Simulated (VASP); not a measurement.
# NaH (Fm-3m) in VASP: a series of runs

The runs below take NaH through relaxation of cell and atoms, with PBEsol, LDA.

All numbers are computed with VASP 6.6.1; they aren't measurements. Logs are shortened: lines on timing, memory, paths and dates and some standing lists are left out, and cuts for length are marked.

### Step 1. The structure

It takes space group Fm-3m (No. 225, cubic). Conventional cell: a = 4.773 Å, b = 4.773 Å, c = 4.773 Å, α = 90.00°, β = 90.00°, γ = 90.00°. Na (site symmetry m-3m) is surrounded by 6 H at 2.39 Å. Around H (site symmetry m-3m) lie 6 Na at 2.39 Å.

The cell is a database's computed one.

### Step 2. Relaxation of cell and atoms, PBEsol

Contents of INCAR:

```
SYSTEM = NaH
  PREC = Accurate
  ENCUT = 600
  EDIFF = 1E-7
  ISMEAR = 0
  SIGMA = 0.02
  LREAL = .FALSE.
  LASPH = .TRUE.
  NELM = 80
  ALGO = Normal
  ISIF = 3
  LWAVE = .FALSE.
  LCHARG = .FALSE.
  GGA = PS
  IBRION = 2
  NSW = 90
  EDIFFG = -0.005
```

Contents of KPOINTS:

```
Automatic mesh
0
G
  8 8 8
  0 0 0
```

Contents of POSCAR:

```
NaH
1.0
    0.0000000000      2.3864216700      2.3864216700
    2.3864216700      0.0000000000      2.3864216700
    2.3864216700      2.3864216700      0.0000000000
Na H
1 1
Direct
    0.0000000000      0.0000000000      0.0000000000
    0.5000000000      0.5000000000      0.5000000000
```

Potentials or basis: VASP PAW PBE potentials, release 64 (Na_pv, H).

Started as:

```console
cat potpaw_PBE.64/Na_pv/POTCAR potpaw_PBE.64/H/POTCAR > POTCAR
mpirun -np 1 vasp_std > vasp.out
```

OUTCAR:

```text
SYSTEM = NaH
   PREC = Accurate
   ENCUT = 600
   EDIFF = 1E-7
   ISMEAR = 0
   LREAL = .FALSE.
   LASPH = .TRUE.
   NELM = 80
   ISIF = 3
   GGA = PS
   IBRION = 2
   NSW = 90
   EDIFFG = -0.005

 ion  position               nearest neighbor table
   1  0.000  0.000  0.000-
   2  0.500  0.500  0.500-

  LATTYP: Found a face centered cubic cell.
 ALAT       =     4.7728433400

  Lattice vectors:

 A1 = (   0.0000000000,   2.3864216700,   2.3864216700)
 A2 = (   2.3864216700,   0.0000000000,   2.3864216700)
 A3 = (   2.3864216700,   2.3864216700,   0.0000000000)

Analysis of symmetry for initial positions (statically):
=====================================================================
 Subroutine PRICEL returns:
 Original cell was already a primitive cell.

 Routine SETGRP: Setting up the symmetry group for a
 face centered cubic supercell.

 Subroutine GETGRP returns: Found 48 space group operations
 (whereof 48 operations were pure point group operations)
 out of a pool of 48 trial point group operations.

The static configuration has the point symmetry O_h .

Analysis of symmetry for dynamics (positions and initial velocities):
=====================================================================
 Subroutine PRICEL returns:
 Original cell was already a primitive cell.

 Routine SETGRP: Setting up the symmetry group for a
 face centered cubic supercell.

 Subroutine GETGRP returns: Found 48 space group operations
 (whereof 48 operations were pure point group operations)
 out of a pool of 48 trial point group operations.

The dynamic configuration has the point symmetry O_h .

 Subroutine INISYM returns: Found 48 space group operations
 (whereof 48 operations are pure point group operations),
 and found     1 'primitive' translations

----------------------------------------------------------------------------------------

                                     Primitive cell

  volume of cell :      27.1814

  direct lattice vectors                    reciprocal lattice vectors
     0.000000000  2.386421670  2.386421670    -0.209518714  0.209518714  0.209518714
     2.386421670  0.000000000  2.386421670     0.209518714 -0.209518714  0.209518714
     2.386421670  2.386421670  0.000000000     0.209518714  0.209518714 -0.209518714

  length of vectors
     3.374909891  3.374909891  3.374909891     0.362897058  0.362897058  0.362897058

  position of ions in fractional coordinates (direct lattice)
     0.000000000  0.000000000  0.000000000
     0.500000000  0.500000000  0.500000000

  ion indices of the primitive-cell ions
   primitive index   ion index
                 1           1
                 2           2

----------------------------------------------------------------------------------------

 KPOINTS: Automatic mesh

Automatic generation of k-mesh.
 Grid dimensions read from file:
 generate k-points for:    8    8    8

 Generating k-lattice:

  Cartesian coordinates                     Fractional coordinates (reciprocal lattice)
    -0.026189839  0.026189839  0.026189839     0.125000000  0.000000000  0.000000000
     0.026189839 -0.026189839  0.026189839     0.000000000  0.125000000  0.000000000
     0.026189839  0.026189839 -0.026189839     0.000000000  0.000000000  0.125000000

  Length of vectors
     0.045362132  0.045362132  0.045362132

  Shift w.r.t. Gamma in fractional coordinates (k-lattice)
     0.000000000  0.000000000  0.000000000

 Subroutine IBZKPT returns following result:
 ===========================================

 Found     29 irreducible k-points:

 Following reciprocal coordinates:
            Coordinates               Weight
  0.000000  0.000000  0.000000      1.000000
  0.125000  0.000000  0.000000      8.000000
  0.250000  0.000000  0.000000      8.000000
  0.375000  0.000000  0.000000      8.000000
  0.500000  0.000000  0.000000      4.000000
  0.125000  0.125000  0.000000      6.000000
[... 16 lines left out ...]
  0.500000  0.250000  0.125000     48.000000
 -0.375000  0.250000  0.125000     24.000000
 [... further k-points ...]
   k-points           NKPTS =     29   k-points in BZ     NKDIM =     29   number of bands    NBANDS=      8
   number of dos      NEDOS =    301   number of ions     NIONS =      2
   total plane-waves  NPLWV =  21952
   dimension x,y,z NGX =    28 NGY =   28 NGZ =   28
   dimension x,y,z NGXF=    56 NGYF=   56 NGZF=   56
   ions per type =               1   1
   NGX,Y,Z   is equivalent  to a cutoff of  13.79, 13.79, 13.79 a.u.
   NGXF,Y,Z  is equivalent  to a cutoff of  27.59, 27.59, 27.59 a.u.
 SYSTEM =  NaH
   PREC   = accura    normal or accurate (medium, high low for compatibility)
   ISTART =      0    job   : 0-new  1-cont  2-samecut
   ICHARG =      2    charge: 1-file 2-atom 10-const
   ISPIN  =      1    spin polarized calculation?
   LNONCOLLINEAR =      F non collinear calculations
   LSORBIT =      F    spin-orbit coupling
   LASPH  =      T    aspherical Exc in radial PAW
   ENCUT  =  600.0 eV  44.10 Ry    6.64 a.u.   6.74  6.74  6.74*2*pi/ulx,y,z
   NELM   =     80;   NELMIN=  2; NELMDL= -5     # of ELM steps
   EDIFF  = 0.1E-06   stopping-criterion for ELM
   LREAL  =      F    real-space projection
   EDIFFG = -.5E-02   stopping-criterion for IOM
   NSW    =     90    number of steps for IOM
   IBRION =      2    ionic relax: 0-MD 1-quasi-New 2-CG
   NFREE  =      1    steps in history (QN), initial steepest desc. (CG)
   ISIF   =      3    stress and relaxation
   ISYM   =      2    0-nonsym 1-usesym 2-fastsym
   POTIM  = 0.5000    time-step for ionic-motion
   TEBEG  =    0.0;   TEEND  =   0.0 temperature during run
   PSTRESS=    0.0 pullay stress
   NELECT =       8.0000    total number of electrons
   NUPDOWN=      -1.0000    fix difference up-down
   EMIN   =  10.00;   EMAX   =-10.00  energy-range for DOS
   EFERMI =   0.00;   METHOD = LEGACY
   ISMEAR =     0;   SIGMA  =   0.02  broadening in eV -4-tet -1-fermi 0-gaus
   EFERMI_NEDOS =   21; number of points for ismear=-14 and -15
   IALGO  =     38    algorithm
   IMIX   =      4    mixing-type and parameters
     AMIX     =   0.40;   BMIX     =  1.00
     AMIX_MAG =   1.60;   BMIX_MAG =  1.00
  volume/ion in A,a.u.               =      13.59        91.71
  Fermi-wavevector in a.u.,A,eV,Ry     =   1.088966  2.057847 16.134427  1.185847
  Thomas-Fermi vector in A             =   2.225159
   LORBIT       =      0    0 simple, 1 ext, 2 COOP (PROOUT), +10 PAW based schemes
   GGA     = PS    functional components
   LHFCALC =     F    Hartree Fock is set to
   AEXX    =    0.0000 exact exchange contribution
   IVDW    =     0    specifies the selected vdW correction
   LEPSILON=     F    determine dielectric tensor
   LRPA    =     F    only Hartree local field effects (RPA)
 conjugate gradient relaxation of ions
 non-spin polarized calculation
 Gauss-broadening in eV      SIGMA  =   0.02
  energy-cutoff  :      600.00
  volume of cell :       27.18
 maximum number of plane-waves:       934
   NGX = 13   NGY = 13   NGZ = 13

--------------------------------------- Ionic step        1  -------------------------------------------

 number of electron       7.9999992 magnetization

 Free energy of the ion-electron system (eV)
  ---------------------------------------------------
  ext. energy  EPLUGINS =         0.00000000
  ---------------------------------------------------
  free energy    TOTEN  =        -5.08579605 eV

  energy without entropy =       -5.08579605  energy(sigma->0) =       -5.08579605

------------------------ aborting loop because EDIFF is reached ----------------------------------------

  FORCE on cell =-STRESS in cart. coord.  units (eV):
  Direction    XX          YY          ZZ          XY          YZ          ZX
  --------------------------------------------------------------------------------------
  -------------------------------------------------------------------------------------
  Total        0.0529828      0.0529828      0.0529828     -0.0000000      0.0000000     -0.0000000
  in kB        3.1230133      3.1230133      3.1230133     -0.0000000      0.0000000     -0.0000000
  external PRESSURE =       3.1230133 kB  Pullay stress =       0.0000000 kB
[... 93 lines left out ...]
  energy  without entropy=       -5.0860304490  energy(sigma->0) =       -5.08603045

--------------------------------------- Ionic step        4  -------------------------------------------

 number of electron       7.9999992 magnetization

 Free energy of the ion-electron system (eV)
  ---------------------------------------------------
  ext. energy  EPLUGINS =         0.00000000
  ---------------------------------------------------
  free energy    TOTEN  =        -5.08611044 eV

  energy without entropy =       -5.08611044  energy(sigma->0) =       -5.08611044

 E-fermi :  -0.8694     XC(G=0):  -7.9851

 val. band max:       -1.0040185808   @ k =  -0.2500   0.5000   0.2500
 cond. band min:       2.6035750917   @ k =   0.5000   0.0000   0.0000
 fundamental gap:      3.6075936725
 Fermi energy:        -0.8693645784

 k-point     1 :       0.0000    0.0000    0.0000
  band No.  band energies     occupation
      1     -22.9563      2.00000
      2     -22.9563      2.00000
      3     -22.9563      2.00000
      4      -4.8083      2.00000
      5       9.6557      0.00000
      6      14.5994      0.00000
      7      14.5994      0.00000
      8      14.5994      0.00000
[... 243 lines left out ...]
 k-point    24 :      -0.3750    0.2500    0.1250
  band No.  band energies     occupation
      1     -23.0462      2.00000
      2     -22.9952      2.00000
      3     -22.9774      2.00000
      4      -1.5218      2.00000
      5       3.3970      0.00000
      6       6.7302      0.00000
      7      10.0294      0.00000
      8      14.0351      0.00000

 [... further k-points ...]

------------------------ aborting loop because EDIFF is reached ----------------------------------------

  FORCE on cell =-STRESS in cart. coord.  units (eV):
  Direction    XX          YY          ZZ          XY          YZ          ZX
  --------------------------------------------------------------------------------------
  -------------------------------------------------------------------------------------
  Total        0.0055832      0.0055832      0.0055832      0.0000000      0.0000000      0.0000000
  in kB        0.3259873      0.3259873      0.3259873      0.0000000      0.0000000      0.0000000
  external PRESSURE =       0.3259873 kB  Pullay stress =       0.0000000 kB
[... 17 lines left out ...]
  FREE ENERGIE OF THE ION-ELECTRON SYSTEM (eV)
  ---------------------------------------------------
  free  energy   TOTEN  =        -5.0861104391 eV

  energy  without entropy=       -5.0861104391  energy(sigma->0) =       -5.08611044

 reached required accuracy - stopping structural energy minimisation
```

It took 14 s on 1 thread of Intel Xeon Platinum 8488C (Sapphire Rapids), shared host; peak memory 0.15 GiB.

Results:

| Property | Result |
| --- | --- |
| Free energy | -5.0861 eV |
| Relaxed volume | 13.72 Å³/atom |
| Relaxed cell | a = 3.386 Å, b = 3.386 Å, c = 3.386 Å, α = 60.00°, β = 60.00°, γ = 60.00° |
| Space group after relaxing (to 0.05 Å) | Fm-3m (No. 225) |
| Energy gained by relaxing | 0.2 meV/atom |
| Ionic steps | 4 |
| Pressure after relaxing | 0.0 GPa |
| Band gap on the k mesh | 3.61 eV, indirect (least direct gap 4.52 eV) |

The path:
```tsv
step	energy change (eV)	largest force (eV/Å)	pressure (GPa)	volume (Å³)
1	0.0000	0.0000	0.31	27.18
2	-0.0002	0.0000	0.17	27.29
3	-0.0002	0.0000	0.15	27.34
4	-0.0003	0.0000	0.03	27.44
```

Final structure:
```cif
data_structure
_symmetry_space_group_name_H-M 'P 1'
_symmetry_Int_Tables_number 1
_cell_length_a 3.3856
_cell_length_b 3.3856
_cell_length_c 3.3856
_cell_angle_alpha 60.000
_cell_angle_beta 60.000
_cell_angle_gamma 60.000
_cell_volume 27.44
loop_
_atom_site_label
_atom_site_type_symbol
_atom_site_fract_x
_atom_site_fract_y
_atom_site_fract_z
_atom_site_occupancy
Na1 Na 0.00000 0.00000 0.00000 1
H1 H 0.50000 0.50000 0.50000 1
```

Caveat: the PAW data sets were made with another functional, which shifts forces and pressure a little.

### Step 3. Relaxation of cell and atoms, LDA

INCAR: that of step 2 with these lines changed.

```diff
@@ -13,3 +13,2 @@
   LCHARG = .FALSE.
-  GGA = PS
   IBRION = 2
```

KPOINTS is that of step 2.

POSCAR is that of step 2.

Potentials or basis: VASP PAW LDA potentials, release 64 (Na_pv, H).

Started as:

```console
cat potpaw_LDA.64/Na_pv/POTCAR potpaw_LDA.64/H/POTCAR > POTCAR
mpirun -np 1 vasp_std > vasp.out
```

OUTCAR:

```text
SYSTEM = NaH
   PREC = Accurate
   ENCUT = 600
   EDIFF = 1E-7
   ISMEAR = 0
   LREAL = .FALSE.
   LASPH = .TRUE.
   NELM = 80
   ISIF = 3
   IBRION = 2
   NSW = 90
   EDIFFG = -0.005

 ion  position               nearest neighbor table
   1  0.000  0.000  0.000-
   2  0.500  0.500  0.500-

  LATTYP: Found a face centered cubic cell.
 ALAT       =     4.7728433400

  Lattice vectors:

 A1 = (   0.0000000000,   2.3864216700,   2.3864216700)
 A2 = (   2.3864216700,   0.0000000000,   2.3864216700)
 A3 = (   2.3864216700,   2.3864216700,   0.0000000000)

Analysis of symmetry for initial positions (statically):
=====================================================================
 Subroutine PRICEL returns:
 Original cell was already a primitive cell.

 Routine SETGRP: Setting up the symmetry group for a
 face centered cubic supercell.

 Subroutine GETGRP returns: Found 48 space group operations
 (whereof 48 operations were pure point group operations)
 out of a pool of 48 trial point group operations.

The static configuration has the point symmetry O_h .

Analysis of symmetry for dynamics (positions and initial velocities):
=====================================================================
 Subroutine PRICEL returns:
 Original cell was already a primitive cell.

 Routine SETGRP: Setting up the symmetry group for a
 face centered cubic supercell.

 Subroutine GETGRP returns: Found 48 space group operations
 (whereof 48 operations were pure point group operations)
 out of a pool of 48 trial point group operations.

The dynamic configuration has the point symmetry O_h .

 Subroutine INISYM returns: Found 48 space group operations
 (whereof 48 operations are pure point group operations),
 and found     1 'primitive' translations
[... 126 lines left out ...]
 conjugate gradient relaxation of ions
 non-spin polarized calculation
 Gauss-broadening in eV      SIGMA  =   0.02
  energy-cutoff  :      600.00
  volume of cell :       27.18
 maximum number of plane-waves:       934
   NGX = 13   NGY = 13   NGZ = 13

--------------------------------------- Ionic step        1  -------------------------------------------

 number of electron       8.0000003 magnetization

 Free energy of the ion-electron system (eV)
  ---------------------------------------------------
  ext. energy  EPLUGINS =         0.00000000
  ---------------------------------------------------
  free energy    TOTEN  =        -5.40304294 eV

  energy without entropy =       -5.40304294  energy(sigma->0) =       -5.40304294

------------------------ aborting loop because EDIFF is reached ----------------------------------------

  FORCE on cell =-STRESS in cart. coord.  units (eV):
  Direction    XX          YY          ZZ          XY          YZ          ZX
  --------------------------------------------------------------------------------------
  -------------------------------------------------------------------------------------
  Total       -0.2222194     -0.2222194     -0.2222194      0.0000000     -0.0000000      0.0000000
  in kB      -13.0984834    -13.0984834    -13.0984834      0.0000000     -0.0000000      0.0000000
  external PRESSURE =     -13.0984834 kB  Pullay stress =       0.0000000 kB
[... 95 lines left out ...]
--------------------------------------- Ionic step        4  -------------------------------------------

 number of electron       8.0000002 magnetization

 Free energy of the ion-electron system (eV)
  ---------------------------------------------------
  ext. energy  EPLUGINS =         0.00000000
  ---------------------------------------------------
  free energy    TOTEN  =        -5.40898549 eV

  energy without entropy =       -5.40898549  energy(sigma->0) =       -5.40898549

 E-fermi :  -0.8067     XC(G=0):  -8.5576

 val. band max:       -0.9152668172   @ k =  -0.2500   0.5000   0.2500
 cond. band min:       2.6308465706   @ k =   0.5000   0.0000   0.0000
 fundamental gap:      3.5461133878
 Fermi energy:        -0.8066662385

 k-point     1 :       0.0000    0.0000    0.0000
  band No.  band energies     occupation
      1     -22.9444      2.00000
      2     -22.9444      2.00000
      3     -22.9444      2.00000
      4      -4.9690      2.00000
      5      10.2879      0.00000
      6      14.9302      0.00000
      7      14.9302      0.00000
      8      14.9302      0.00000
[... 243 lines left out ...]
 k-point    24 :      -0.3750    0.2500    0.1250
  band No.  band energies     occupation
      1     -23.0567      2.00000
      2     -22.9928      2.00000
      3     -22.9706      2.00000
      4      -1.4625      2.00000
      5       3.4609      0.00000
      6       6.9541      0.00000
      7      10.3291      0.00000
      8      14.5583      0.00000

 [... further k-points ...]

------------------------ aborting loop because EDIFF is reached ----------------------------------------

  FORCE on cell =-STRESS in cart. coord.  units (eV):
  Direction    XX          YY          ZZ          XY          YZ          ZX
  --------------------------------------------------------------------------------------
  -------------------------------------------------------------------------------------
  Total       -0.0003882     -0.0003882     -0.0003882      0.0000000      0.0000000      0.0000000
  in kB       -0.0241140     -0.0241140     -0.0241140      0.0000000      0.0000000      0.0000000
  external PRESSURE =      -0.0241140 kB  Pullay stress =       0.0000000 kB
[... 17 lines left out ...]
  FREE ENERGIE OF THE ION-ELECTRON SYSTEM (eV)
  ---------------------------------------------------
  free  energy   TOTEN  =        -5.4089854901 eV

  energy  without entropy=       -5.4089854901  energy(sigma->0) =       -5.40898549

 reached required accuracy - stopping structural energy minimisation
```

CONTCAR:

```text
NaH
   1.00000000000000
     0.0000000000000000    2.3450407408053842    2.3450407408053842
     2.3450407408053842   -0.0000000000000000    2.3450407408053842
     2.3450407408053842    2.3450407408053842   -0.0000000000000000
  Na              H
     1     1
Direct
     0.0000000000000000    0.0000000000000000    1.0000000000000000
     0.5000000000000000    0.5000000000000000    0.5000000000000000

  0.00000000E+00  0.00000000E+00  0.00000000E+00
  0.00000000E+00  0.00000000E+00  0.00000000E+00
```

Wall time 12 s (1 thread of Intel Xeon Platinum 8488C (Sapphire Rapids), shared host); peak memory 0.13 GiB.

What came out:

```
Free energy                            : -5.4090 eV
Relaxed volume                         : 12.90 Å³/atom
Relaxed cell                           : a = 3.316 Å, b = 3.316 Å, c = 3.316 Å, α = 60.00°, β = 60.00°, γ = 60.00°
Space group after relaxing (to 0.05 Å) : Fm-3m (No. 225)
Energy gained by relaxing              : 3.0 meV/atom
Ionic steps                            : 4
Pressure after relaxing                : 0.0 GPa
Band gap on the k mesh                 : 3.55 eV, indirect (least direct gap 4.50 eV)
```

Step by step:
```tsv
step	energy change (eV)	largest force (eV/Å)	pressure (GPa)	volume (Å³)
1	0.0000	0.0000	-1.31	27.18
2	-0.0031	0.0000	-0.94	26.75
3	-0.0059	0.0000	-0.12	25.91
4	-0.0059	0.0000	0.00	25.79
```

Final structure:
```cif
data_structure
_symmetry_space_group_name_H-M 'P 1'
_symmetry_Int_Tables_number 1
_cell_length_a 3.3164
_cell_length_b 3.3164
_cell_length_c 3.3164
_cell_angle_alpha 60.000
_cell_angle_beta 60.000
_cell_angle_gamma 60.000
_cell_volume 25.79
loop_
_atom_site_label
_atom_site_type_symbol
_atom_site_fract_x
_atom_site_fract_y
_atom_site_fract_z
_atom_site_occupancy
Na1 Na 0.00000 0.00000 0.00000 1
H1 H 0.50000 0.50000 0.50000 1
```

A k mesh can miss the band edges.
